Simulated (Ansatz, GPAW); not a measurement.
# Ballistic transport through a Na chain with CO on top of one atom, from relaxation to T(E), part 2 of 4

Aim: the conductance of a Na chain with CO on top of one atom after relaxation, and whether geometry, basis or functional moves it most.

GPAW 26.7.0 and Ansatz 0.2.0; Ansatz plane waves; relaxation of the junction with the lead ends held; PAW set soft_1 (the session's first sound run).

So far. Step 2 (Relaxing the atoms): The relaxation lowered the energy of the cell by 0.729 eV.

## (3) Plane waves, PBE

A plane-wave run comes first: its basis does not favour the atoms, so it serves as the reference for the orbital bases.

This step: Ansatz plane waves; Landauer transmission by layers, zero bias; PAW set soft_1 (Ansatz 0.2.0).

The input, input.yaml:

```yaml
crystal:
  lattice:
    - [9.0, 0.0, 0.0]
    - [0.0, 9.0, 0.0]
    - [0.0, 0.0, 49.5]
  atoms:
    - { symbol: Na, position: [0.5, 0.5, 0.0333333333] }
    - { symbol: Na, position: [0.5, 0.5, 0.1] }
    - { symbol: Na, position: [0.5, 0.5, 0.1666666667] }
    - { symbol: Na, position: [0.5, 0.5, 0.2333333333] }
    - { symbol: Na, position: [0.5, 0.5, 0.3] }
    - { symbol: Na, position: [0.5108964996, 0.4963364496, 0.3742876331] }
    - { symbol: Na, position: [0.4324883483, 0.5214539071, 0.4456921581] }
    - { symbol: Na, position: [0.6674293271, 0.4415643283, 0.4991542303] }
    - { symbol: C, position: [0.9288488375, 0.434520496, 0.5243878818] }
    - { symbol: O, position: [1.0154936698, 0.4715460473, 0.5399321515] }
    - { symbol: Na, position: [0.4355902714, 0.5104959388, 0.5540192341] }
    - { symbol: Na, position: [0.5121840365, 0.4921793759, 0.6257550478] }
    - { symbol: Na, position: [0.5, 0.5, 0.7] }
    - { symbol: Na, position: [0.5, 0.5, 0.7666666667] }
    - { symbol: Na, position: [0.5, 0.5, 0.8333333333] }
    - { symbol: Na, position: [0.5, 0.5, 0.9] }
    - { symbol: Na, position: [0.5, 0.5, 0.9666666667] }
kpoints:
  mp_grid: { grid: [1, 1, 2] }
hamiltonian:
  xc: pbe
  pseudopotentials: { kind: paw, azcp: { folder: soft_1 } }
scf:
  occupations: { method: fermi_dirac, width: 0.1 }
output:
  transmission:
    leads: [[0, 1]]
    e_range: [-2, 2]
    de: 0.025
    kmesh: [1, 1]
    reduced_basis: true
  write_potential: true
  write_density: true
  volumetric_format: npy
  elf: true
```

Run with:

```
$ ansatz run input.yaml --threads 4 --pin off --max-ram 8192MiB --backend cpu --events-out ev --progress --plain --runs-dir out
```

Numbers of over 12 decimals in the logs are rounded to 6 here.

Output:

```text
[...]
Crystal: 17 atoms, lattice volume = 4009.500 Å³
Basis set: ecut = 420 eV, 78353 PW (Γ)
Bands: 90, of which v1, the nominal top of the filled ones, is band 73 counted from 1 (72 counted from 0)
Symmetry: 1 space group operations
[...]
k-points: 2
[...]
SCF iter   1: F=—  HF=-23107.125654 eV  |F-HF|=—  |Δ(HF+E_count)|=         —  Δρ=2.40e-2  dr2=9.51e1  ethr=3.10e-3  ⟨swp⟩=26.0  Hψ=1070  notcnv=0
[...]
SCF iter  16: F=-23104.728894 eV  HF=-23104.728894 eV  |F-HF|=7.87e-9  |Δ(HF+E_count)|=   1.22e-9  Δρ=3.46e-7  dr2=1.46e-8  ethr=6.90e-11  ⟨swp⟩=18.0  Hψ=686  notcnv=0
SCF 1 converged in 16 iterations: F = -23104.728894 eV  dr2 = 1.46e-8
[...]
transmission: 62 of 372 steps passed
transmission: 124 of 372 steps passed
[...]
transmission: 372 of 372 steps passed
WARN: The output density's exchange-correlation potential varies sharply where the density is thin. Do not read a vacuum level from v_tot or v_xc, or from such a field of the output density. On a cell that repeats whose density bears no net charge and no dipole along the vacuum's axis use v_es (v_loc + v_h of the components); under efield.dipole_correction with no amplitude use v_es + v_field, which holds any externa [...]
SCF converged after 16 iterations
Free energy (F): -23104.728894 eV
[...]
Internal energy: -23104.404874 eV  (E = F + TS)
E sigma→0 (E₀):  -23104.566884 eV
Entropy (-TS):   -0.324020 eV (-19.060 meV/atom)
Fermi energy:    -2.252740 eV
[...]
--- Band table (eV) ---
  k-point 0: bands = [... 69 lower, -2.8404, -2.5748, -2.5460, -2.1544, -2.1359, -1.7848, -1.7781, -1.5780, ... 13 higher]
  k-point 1: bands = [... 69 lower, -2.7295, -2.7232, -2.3782, -2.3512, -1.9399, -1.8935, -1.7619, -1.6559, ... 13 higher]
--- Transmission ---
  basis      : 717 plane waves across, 62 finite elements along
  points     : 1, standing for a mesh of 1 x 1
  unconverged: the k-mesh may be too coarse, since an axis without vacuum has one point: set a kmesh with more there, and mesh_tolerance
  filling    : by the input's occupations and mesh, since the crystals that have channels conduct as metals do. If one of these is a semiconductor, that mesh has misplaced its level
  energies   : 161 from -2.000000 to 2.000000 eV about the Fermi level, 0.025000 eV apart; the leads are filled to 0.000000 eV, and channels, transmission and decay are at 0.000000 eV
  crystal 0  : Na1, at the sites [0, 1], period 3.3000 Å, over 33.00 Å; its Hamiltonian steps by up to 1.8 meV
    offset         : up to 0.0000 Å between an atom of the period and one for which it stands
    filled         : 9.4 meV over the level at which it is neutral
    channels       : 1.000000e0 a spin
    conductance    : 9.5655e13 S/m² at 300 K; may be off by some 0.0 % by where its bands' edges are placed, 0.0 % from the distance to neutral
  junction   : crystal 0 to crystal 0, -0.00 to 46.20 Å
    transmission   : 9.790120e-1 a spin
    error estimate : 1.191192e-4 a spin from the reduction of the transverse basis, at the most 6.248248e-3 at 1.800000 eV
    conductance    : 9.3520e13 S/m² at 300 K (9.3521e13 on every other energy)
    error estimate : 0.0 % from the energy spacing and 0.0 % from band edges of the leads and from resonances (wavevectors taken as independent; lower de), 0.0 % from the reduction of the transverse basis, 0.0 % from the steps of its leads' Hamiltonians or their offsets (lay more layers), 0.1 % from the distance to neutral
    resistance     : 2.3869e-4 Ω µm² beyond half of each lead's own
```

The job ended after 2.9 min (4 threads of Arm Neoverse V1, shared host; peak memory 3.9 GiB; 5.8 min of CPU time).

In the SCF lines HF is the Harris–Foulkes energy and dr2 the Hartree energy of the density residual, in eV; the loop may stop once dr2 is under the threshold and the program's other checks hold. Hψ counts applications of the Hamiltonian.

Numbers from this step:

| Quantity | Value |
| --- | --- |
| free energy | -23104.7289 eV |
| lead level | 0 eV from the Fermi level |
| transmission at the Fermi level (one spin) | 0.9790 |
| open channels of the lead at the Fermi level (one spin) | 1 |
| step of the potential along the lead | 1.8 meV |
| offset of the lead | 0 Å |
| filling of the lead less its bulk value, in size | 9.4 meV |
| conductance | 0.9777 G₀ |

One spin. Table of transmission, zone mean by energy, zero at the Fermi level:

```csv
energy (eV),"transmission, zone mean"
-2.000,0
-1.900,0
-1.800,0
-1.700,0
-1.600,0
-1.500,0
-1.400,0
-1.300,0
-1.200,0
-1.100,0
-1.000,0
-0.900,0
-0.825,0.775
-0.800,0.493
-0.700,0.428
-0.600,0.728
-0.500,0.980
-0.450,0.996
-0.400,0.976
-0.300,0.938
-0.200,0.941
-0.100,0.962
0.000,0.979
0.100,0.984
0.200,0.973
0.300,0.925
0.400,0.771
0.500,0.00545
0.600,0.196
0.700,0.578
0.800,0.780
0.900,0.868
1.000,0.902
1.075,0.908
1.100,0.906
1.200,0.884
1.300,0.823
1.400,0.698
1.500,0.453
1.600,0.0320
1.700,0.666
1.800,1.47
1.900,1.46
2.000,1.93
```

One spin. Open channels, zone mean against energy, zero at the Fermi level:

```csv
energy (eV),"open channels, zone mean"
-1.000,0
-0.800,1
-0.600,1
-0.400,1
-0.200,1
0.000,1
0.200,1
0.400,1
0.600,1
0.800,1
1.000,1
1.200,1
1.400,1
1.600,1
1.800,3
2.000,3
```

Crystal 0, spin -, k parallel (0, 0); distinct values, listed up to 1.5 1/Å. Im kz of the slowest decaying states against energy, zero at the Fermi level:

```csv
energy (eV),decay 1 (Å⁻¹),decay 2 (Å⁻¹),decay 3 (Å⁻¹),decay 4 (Å⁻¹)
-2.000,0.530,1.02,1.08,1.16
-1.800,0.480,0.989,0.989,1.06
-1.600,0.425,0.961,1.03,1.11
-1.400,0.361,0.932,0.932,1.01
-1.200,0.282,0.902,0.984,1.07
-1.000,0.170,0.871,0.958,1.04
-0.800,0.839,0.839,0.931,1.02
-0.600,0.806,0.903,0.990,1.14
-0.400,0.772,0.772,0.875,0.963
-0.200,0.735,0.735,0.845,0.935
0.000,0.697,0.814,0.907,1.07
0.200,0.657,0.657,0.782,0.877
0.400,0.614,0.614,0.749,0.847
0.600,0.568,0.568,0.714,0.815
0.800,0.518,0.518,0.677,0.783
1.000,0.462,0.462,0.638,0.748
1.200,0.399,0.399,0.596,0.712
1.400,0.324,0.324,0.551,0.674
1.600,0.224,0.224,0.502,0.634
1.800,0.447,0.591,0.815,0.890
2.000,0.384,0.545,0.782,0.859
```

Crystal 0, spin -, k parallel (0, 0). Re kz of states that move upwards against energy, zero at the Fermi level:

```csv
energy (eV),channel 1 (Å⁻¹),channel 2 (Å⁻¹),channel 3 (Å⁻¹)
-0.900,-,-,-
-0.800,0.149,-,-
-0.700,0.219,-,-
-0.600,0.271,-,-
-0.500,0.315,-,-
-0.400,0.354,-,-
-0.300,0.389,-,-
-0.200,0.421,-,-
-0.100,0.451,-,-
0.000,0.479,-,-
0.100,0.505,-,-
0.200,0.531,-,-
0.300,0.555,-,-
0.400,0.578,-,-
0.500,0.601,-,-
0.600,0.623,-,-
0.700,0.644,-,-
0.800,0.664,-,-
0.900,0.685,-,-
1.000,0.704,-,-
1.100,0.723,-,-
1.200,0.742,-,-
1.300,0.761,-,-
1.400,0.779,-,-
1.500,0.797,-,-
1.600,0.816,-,-
1.700,0.834,-,-
1.800,0.0646,0.0647,0.852
1.900,0.177,0.177,0.871
2.000,0.242,0.242,0.892
```

The electrostatic potential energy of an electron (with the applied field's), less the Fermi level, planar mean oscillates, so the rows of the table below give means over windows of 3.3 Å about each position, cut where the curve ends. Its first 14 maxima inside the range that stand out by 2 % of the span (Å: eV): 3.3: 2.91, 6.6: 2.91, 9.9: 2.90, 13.2: 2.92, 16.6: 2.94, 20.4: 2.86, 23.4: 2.43, 25.3: 1.83, 26.7: 1.23, 29.1: 2.87, 32.9: 2.95, 36.3: 2.92, 39.6: 2.90, 42.9: 2.91. Its first 14 minima: 1.6: 1.39, 5.0: 1.39, 8.2: 1.39, 11.6: 1.39, 14.8: 1.37, 18.6: 1.30, 22.1: 1.22, 24.8: 1.12, 26.3: 1.18, 27.2: 0.936, 30.9: 1.32, 34.6: 1.37, 38.0: 1.39, 41.2: 1.38.

Table of electrostatic potential energy of an electron (with the applied field's), less the Fermi level, planar mean by z; means over each step:

z (Å), electrostatic potential energy of an electron (with the applied field's), less the Fermi level, planar mean (eV) and a bar from the least value:
```
     1.65       2.41 ##############################
     4.95       2.41 ##############################
     8.25       2.41 ##############################
    11.55       2.41 ##############################
    14.85       2.40 ##############################
    18.15       2.35 ###########################
    21.45       2.27 ########################
    24.75       1.73 
    28.05       2.02 #############
    31.35       2.36 ############################
    34.65       2.40 #############################
    37.95       2.41 ##############################
    41.25       2.41 ##############################
    44.55       2.41 ##############################
    47.85       2.39 #############################
```

The valence density, planar mean oscillates, so the rows of the table below give means over windows of 3.3 Å about each position, cut where the curve ends. Its first 14 maxima inside the range that stand out by 2 % of the span (Å: e/Å³): 1.6: 0.147, 5.0: 0.147, 8.2: 0.147, 11.6: 0.147, 14.8: 0.147, 18.6: 0.146, 22.0: 0.144, 24.8: 0.150, 27.4: 0.163, 30.9: 0.146, 34.6: 0.147, 38.0: 0.147, 41.2: 0.147, 44.5: 0.147. Its minima: 3.4: 0.00433, 6.5: 0.00435, 10.0: 0.00431, 13.1: 0.00442, 16.6: 0.00363, 20.1: 0.00393, 23.4: 0.00505, 25.4: 0.0340, 29.3: 0.00388, 32.9: 0.00363, 36.4: 0.00442, 39.5: 0.00431, 43.0: 0.00435, 46.1: 0.00433.

Valence density, planar mean against z; means over each step:

z (Å), valence density, planar mean (e/Å³) and a bar from the least value:
```
     1.65      0.034 #
     4.95      0.034 #
     8.25      0.034 #
    11.55      0.034 #
    14.85      0.033 
    18.15      0.033 
    21.45      0.034 #
    24.75      0.051 #########################
    28.05      0.055 ##############################
    31.35      0.033 
    34.65      0.033 
    37.95      0.034 #
    41.25      0.034 #
    44.55      0.034 #
    47.85      0.035 ##
```

Valence density in the ca plane at fractional y = 0.492, with atoms of Na and O within 0.2 Å of it. It is the smooth field of the valence electrons, not physical close to the nuclei.

Ten steps, logarithmic in the rise over the least value, from '0' (0 e/Å³) to '9' (19 e/Å³), each cell a mean:
```
00000000000000000001345652000000000000000000
00000000000000000012344321000000000000000000
00000000000000000002332210000000000000000000
00000000000000000001221100000000000000000000
00000000000000000000110000000000000000000000
00000000000000000110000000000000000000000000
00000000000000001442000000000000000000000000
00000000000000003673100000000000000000000000
00000000000000002553000000000000000000000000
23200000000000001221000000000000013310000000
78610000000000000000000000000000048851000003
99720000013310000000000134310000159971000015
78510000147730000000000278620000047851000014
23100000168841000000000389730000012310000001
00000000146620000000000257510000000000000000
00000000011100000000000012100000000000000000
00000000000000000000000000000000000000000000
00000000000000000000000000000000000000000000
00000000000000000000000000000000000000000000
00000000000000000000000000000000000000000000
00000000000000000000001110000000000000000000
00000000000000000000013431000000000000000000
00000000000000000000135663100000000000000000
00000000000000000001246763100000000000000000
```
Columns run along c (16.0 Å, from fractional 0.37 to 0.69 of the cell), rows up along a (9.0 Å). Atoms in or near the plane, at fractional coordinates: Na at (0.37, 0.51), O at (0.54, 0.02), Na at (0.55, 0.44), Na at (0.63, 0.51).

Electrostatic potential energy in the ca plane at fractional y = 0.492, with atoms of Na and O within 0.2 Å of it. With pseudopotentials it is smooth inside the atoms' cores, unlike the true potential.

Ten even steps from '0' (-41 eV) to '9' (1 eV), each cell a mean:
```
99999999999999999998531028999999999999999999
99999999999999999998303689999999999999999999
99999999999999999998646899999999999999999999
99999999999999999999888999999999999999999999
99999999999999999999999999999999999999999999
99999999999999998888999999999999999999999999
99999999999999987437899999999999999999999999
99999999999999985004899999999999999999999999
88899999999999986216899999999999988889999999
65789999999999998778899999999999875578999998
00279999998899999889999988899999840028999986
00168999875688999999999864689999830007999982
00279999840058999999998600168999850038999984
65789999720038999999998500058999986678999987
88899999851168999999998720378999998899999998
99999999887789999999999877789999999999999999
99999999998899999999999988899999999999999999
99999999999999999999999999999999999999999999
99999999999999999999999999999999999999999999
99999999999999999999999999999999999999999999
99999999999999999999999999999999999999999999
99999999999999999999998679999999999999999999
99999999999999999999972018999999999999999999
99999999999999999999860006999999999999999999
```
Columns run along c (16.0 Å, from fractional 0.37 to 0.69 of the cell; values clipped at the 3rd and 97th percentile), rows up along a (9.0 Å). Atoms in or near the plane, at fractional coordinates: Na at (0.37, 0.51), O at (0.54, 0.02), Na at (0.55, 0.44), Na at (0.63, 0.51).

ELF in the ca plane at fractional y = 0.492, with atoms of Na and O within 0.2 Å of it. It is the smooth field of the valence electrons, not physical close to the nuclei.

Values, 13 rows by 16 columns, each cell a mean:
```
0.17 0.15 0.13 0.17 0.29 0.13 0.03 0.60 0.67 0.72 0.49 0.03 0.04 0.24 0.23 0.19
0.41 0.36 0.25 0.22 0.39 0.31 0.03 0.52 0.86 0.49 0.10 0.00 0.14 0.45 0.47 0.41
0.73 0.66 0.56 0.47 0.63 0.69 0.08 0.07 0.48 0.32 0.03 0.11 0.51 0.71 0.76 0.74
0.77 0.47 0.70 0.77 0.83 0.84 0.12 0.42 0.11 0.24 0.38 0.63 0.76 0.50 0.69 0.91
0.32 0.07 0.35 0.90 0.81 0.85 0.20 0.51 0.17 0.69 0.70 0.89 0.53 0.07 0.17 0.89
0.18 0.48 0.19 0.78 0.18 0.29 0.42 0.12 0.33 0.34 0.12 0.66 0.31 0.44 0.24 0.67
0.22 0.48 0.23 0.50 0.32 0.28 0.59 0.66 0.69 0.23 0.43 0.34 0.31 0.46 0.31 0.58
0.20 0.22 0.31 0.44 0.42 0.38 0.48 0.91 0.63 0.30 0.48 0.29 0.50 0.18 0.13 0.80
0.63 0.29 0.76 0.58 0.14 0.12 0.53 0.74 0.58 0.10 0.18 0.39 0.86 0.35 0.52 0.92
0.79 0.77 0.88 0.84 0.29 0.27 0.59 0.26 0.15 0.05 0.06 0.59 0.90 0.82 0.80 0.82
0.52 0.57 0.70 0.82 0.79 0.71 0.26 0.01 0.04 0.15 0.04 0.13 0.59 0.65 0.57 0.54
0.23 0.26 0.38 0.57 0.72 0.46 0.02 0.02 0.28 0.77 0.44 0.01 0.14 0.35 0.29 0.24
0.12 0.13 0.17 0.29 0.45 0.19 0.01 0.22 0.52 0.72 0.70 0.05 0.04 0.20 0.17 0.14
```
Columns run along c (16.0 Å, from fractional 0.35 to 0.67 of the cell), rows up along a (9.0 Å). Atoms in or near the plane, at fractional coordinates: Na at (0.37, 0.51), O at (0.54, 0.02), Na at (0.55, 0.44), Na at (0.63, 0.51).

T at the Fermi level is 0.979 of 1 open channels a spin.

[end of part 2 of 4]

[Logs are printed without paths, hosts, clocks, repeated set-up lines and the standing remarks that a program may print on its own settings, such as how far it seeks lower states.]

[Hosts, paths, dates, database ids (printed as entryN), source tags and the programs' standing remarks are cut or masked in the printed files.]
